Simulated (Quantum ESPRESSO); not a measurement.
Ag under changes of volume

One of the cells (18.154 Å³/atom); the others are scaled copies at fixed shape and fractional positions:

```
Ag
1.0
    -1.65565    1.65565    1.65565
     1.65565   -1.65565    1.65565
     1.65565    1.65565   -1.65565
Ag
1
Direct
  0.00000 0.00000 0.00000
```

This isn't the form of Ag at room conditions, which is fcc.

| Item | Value |
| --- | --- |
| Program | Quantum ESPRESSO 7.5 |
| Functional | r2SCAN |
| Potentials or basis | SG15 PBE 1.2 |
| Cutoff | 952 eV |
| Density cutoff | 3810 eV |
| k mesh | 8 × 8 × 8 |
| Occupations | fermi-dirac, width 0.05 eV |
| Spin | no spin polarisation |

```csv
volume (Å³/atom),energy over the lowest point (meV/atom),pressure (GPa)
17.065,?,?
17.428,0.00,-0.6
17.791,3.66,-2.4
18.154,10.90,-3.9
18.517,21.18,-5.2
18.880,34.18,-6.4
19.243,49.67,-7.5
```

Problem. What does the run at 17.065 Å³/atom give?

Solution. Energy over the lowest point 0.71 meV/atom; pressure 1.6 GPa.

Worked out: A Birch-Murnaghan fit of order 3 (a polynomial in V^(-2/3)) to the other rows has its minimum at 17.27 Å³/atom, just outside them, with B0 = V·E''(V) = 87 GPa and B' = 4.8. It gives 0.25 meV/atom at 17.065 Å³/atom, against the run's 0.71, and -dE/dV = 1.1 GPa, against 1.6.

Energies are extrapolated to zero smearing.

Caveats: the potentials were made for another functional, which shifts forces and pressure.
